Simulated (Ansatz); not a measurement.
# HfSi (Pnma), an elastic constant from a strain scan

Computed with DFT PBEsol, scalar-relativistic, plane waves, PAW (Ansatz). Settings: plane waves to 420 eV, k-mesh 6×10×8 (Γ-centred), Gaussian smearing 0.15 eV. Spin–orbit coupling is left out, which can shift energies with elements as heavy as these. No spin polarisation. Energies are free energies at this smearing, counted from the undisturbed cell; pressure is positive in compression.

Reference structure (relaxed at this level; it needn't be the usual structure):

```
Hf Si
1.0
     6.82181    0.00000    0.00000
     0.00000    3.75964    0.00000
     0.00000    0.00000    5.20174
Hf Si
4 4
Direct
  0.17559 0.25000 0.12649
  0.32441 0.75000 0.62649
  0.67559 0.25000 0.37351
  0.82441 0.75000 0.87351
  0.04306 0.25000 0.64020
  0.45694 0.75000 0.14020
  0.54306 0.25000 0.85980
  0.95694 0.75000 0.35980
```

The cell is strained by ε times the Voigt pattern (1, -1, 0, 0, 0, 0) (xx, yy, zz, yz, xz, xy; engineering shear) with fractional coordinates fixed. The cell holds 8 atoms in V0 = 133.41 Å³. The stress column is τ = (1/V0) dE/dε, got from the stress tensor σ (compression positive) at each point as −det(1 + εP) σ : P(1 + εP)⁻¹, with P the pattern as a tensor.

| ε | ΔE (meV/atom) | τ (GPa) |
| --- | --- | --- |
| -0.0600 | 56.176 | -17.974 |
| -0.0300 | 13.963 | -8.978 |
| 0.0000 | 0.000 | -0.048 |
| 0.0150 | 3.241 | 4.158 |
| 0.0450 | 28.404 | 11.838 |
| 0.0600 | ? | ? |

Problem. Which combination of elastic constants does this scan measure, and how large is it?

Solution. For small ε, τ = τ0 + Kε with K = pᵀCp, which for this pattern is C11 + C22 − 2 C12 in the Cartesian frame shown. The parabola through τ at ε = -0.0300, 0 and 0.0150 has slope K = 286 GPa at zero. The energies per cell, E = NΔE, of the same two points give K = 2[E(ε₊)/ε₊ − E(ε₋)/ε₋]/[(ε₊ − ε₋)V0] = 291 GPa, in agreement. These are clamped-ion values.

Problem. Predict the withheld row at ε = 0.0600 from the harmonic law, and compare.

Solution. ΔE = V0(τ0 ε + Kε²/2)/N = 53.313 meV/atom and τ = 17.12 GPa. The calculation gives 49.727 meV/atom and 15.43 GPa: the energy lies 7 % below the harmonic value.

Forces appear on the atoms along this scan, and letting them relax would lower the energy and soften the response. In a metal these slopes depend on the k mesh and the smearing.